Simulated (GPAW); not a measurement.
Runs of GPAW 26.7.0 on Zr. Symmetry: P6_3/mmc, No. 194, hexagonal system. Conventional cell: a = 3.232 Å, b = 3.232 Å, c = 5.147 Å, α = 90.00°, β = 90.00°, γ = 120.00°. Zr (site symmetry -6m2) has 12 Zr at 3.18 to 3.23 Å as nearest neighbours. 

| task | level | potentials or basis | cell | k mesh | cutoff (eV) | smearing | optimizer | fmax | max steps | convergence | band path | mesh quality | gap on the mesh (eV) | pressure (GPa) | relaxed volume (Å³/atom) |
| --- | --- | --- | --- | --- | --- | --- | --- | --- | --- | --- | --- | --- | --- | --- | --- |
| relaxation of cell and atoms | PBE+D3(BJ) | GPAW PAW data sets (gpaw-data 1.2.1), pw | relaxed | 9 × 9 × 5 | 600 | fermi-dirac 0.05 eV | FIRE | 0.05 eV/Å | 40 | density=1e-05 forces=0.0001 | - | not flagged | none | 0.0 | (a) |
| band structure | LDA | the program's PAW data sets (release 1.2.1) made for this functional, pw | as given | 9 × 9 × 5 | 600 | fermi-dirac 0.05 eV | - | - | - | - | GMKGALHA,LM,KH | not flagged | - | -6.5 | - |
| one-shot levels on a semilocal density | LDA | the program's PAW data sets (release 1.2.1) made for this functional, pw | as given | 6 × 6 × 3 | 500 | fermi-dirac 0.05 eV | - | - | - | - | - | coarse | none | -6.6 | - |
| relaxation of cell and atoms | PBE+D3(BJ) | GPAW PAW data sets (gpaw-data 1.2.1), pw | relaxed | 7 × 7 × 4 | 600 | fermi-dirac 0.05 eV | FIRE | 0.01 eV/Å | 40 | - | - | not flagged | none | 0.0 | 22.39 |
| single point | PBE | GPAW PAW data sets (gpaw-data 1.2.1), pw | as given | 9 × 9 × 5 | 600 | gaussian 0.027 eV | - | - | - | - | - | not flagged | none | (b) | - |

Alike in all rows: no spin polarisation.

Question: Fill in the values left out.

Answer: (a) 22.38; (b) 0.2.

Caveats: some runs use coarse meshes; later steps reuse the first step's grids (some runs); pairwise dispersion overbinds metals, which lowers pressure and volume (some runs); the cutoff is short for stress and forces, so pressures can be off by a GPa or more (some runs); one-shot exact exchange on a metal's smeared states is rough (some runs).

A k mesh can miss the band edges, and the runs leave out spin-orbit coupling on Zr.

A gap of «none» marks a metal or a gap under the smearing width.

Not every run made on this cell is shown here.
